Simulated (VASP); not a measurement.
A run of VASP 6.6.1:

File INCAR:

```
PREC = Accurate ; ENCUT = 600
EDIFF = 1E-6 ; ISMEAR = 0
SIGMA = 0.03 ; LREAL = False
LASPH = True ; NELM = 80
ALGO = Normal ; ISIF = 3
LWAVE = False ; LCHARG = False
GGA = PS ; IBRION = 2
NSW = 90 ; EDIFFG = -0.01
```

File KPOINTS:

```
regular mesh
0
Gamma
  10 10 10
```

POSCAR

```
GaAs
1.0
    0.0000000000      2.8268500000      2.8268500000
    2.8268500000      0.0000000000      2.8268500000
    2.8268500000      2.8268500000      0.0000000000
Ga As
1 1
Direct
    0.0000000000      0.0000000000      0.0000000000
    0.2500000000      0.2500000000      0.2500000000
```

Potentials or basis: VASP PAW PBE potentials, release 64 (Ga_d, As).

Launch:

```sh
$ cat potpaw_PBE.64/Ga_d/POTCAR potpaw_PBE.64/As/POTCAR > POTCAR
$ mpirun -np 1 vasp_std > vasp.out
```

Hardware: 1 thread of Intel(R) Xeon(R) Platinum 8488C (Sapphire Rapids), with other jobs on the host.

**Question.** Estimate the wall time of this run.

**Answer.** Wall time 27 s on 1 thread of Intel(R) Xeon(R) Platinum 8488C (Sapphire Rapids), with other jobs on the host, peak memory 0.2 GiB. Counts: scf iterations 24, k points 47, ion steps 3.
